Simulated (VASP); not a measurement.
# TiC: relaxation of cell and atoms with PBE

The system is TiC.

```
Ti C
1.0
     0.00000    2.15930    2.15930
     2.15930    0.00000    2.15930
     2.15930    2.15930    0.00000
Ti C
1 1
Direct
  0.00000 0.00000 0.00000
  0.50000 0.50000 0.50000
```

* Program: VASP 6.6.1
* Task: relaxation of cell and atoms
* Functional: PBE
* Potentials or basis: VASP PAW PBE potentials, release 64 (Ti, C)
* Cutoff: 520 eV
* k mesh: 16 × 16 × 16
* Occupations: gaussian, width 0.1 eV
* Spin: no spin polarisation
* Further INCAR settings: ALGO = Normal; EDIFF = 1e-07; IBRION = 2; EDIFFG = -0.002; NSW = 80; ISIF = 3

* Relaxed volume: 10.20 Å³/atom
* Relaxed cell: a = 3.067 Å, b = 3.067 Å, c = 3.067 Å, α = 60.00°, β = 60.00°, γ = 60.00°
* Space group after relaxing (to 0.05 Å): Fm-3m (No. 225)
* Energy gained by relaxing: 1.4 meV/atom
* Ionic steps: 3
* Pressure after relaxing: 0.0 GPa
* Band gap on the k mesh: none (metal or under the smearing width)

Step by step:
```tsv
step	energy change (eV)	largest force (eV/Å)	pressure (GPa)	volume (Å³)
1	0.0000	0.0000	3.54	20.14
2	0.0032	0.0000	-4.84	20.79
3	-0.0029	0.0000	0.01	20.40
```

Final structure:
```
Ti C
1.0
     0.00000    2.16867    2.16867
     2.16867    0.00000    2.16867
     2.16867    2.16867    0.00000
Ti C
1 1
Direct
  0.00000 0.00000 0.00000
  0.50000 0.50000 0.50000
```

Levels at points of the mesh, in eV from the Fermi level:
| k point | band 2 | band 3 | band 4 | band 5 | band 6 | band 7 |
| --- | --- | --- | --- | --- | --- | --- |
| (0.00, 0.00, 0.00) | 0.64 | 0.64 | 0.64 | 1.62 | 1.62 | 1.76 |
| (0.50, 0.00, 0.00) | -5.79 | -2.89 | -2.89 | 2.81 | 2.81 | 3.99 |
| (0.50, 0.50, 0.00) | -3.42 | -1.62 | -0.01 | -0.01 | 2.59 | 3.39 |

Wall time 80 s on 1 thread of Intel(R) Xeon(R) Platinum 8375C CPU @ 2.90GHz (Ice Lake), on a shared host, peak memory 0.16 GiB.

PBE usually gives volumes a little too large and moduli too small. Zero-point motion and thermal expansion aren't in these numbers.
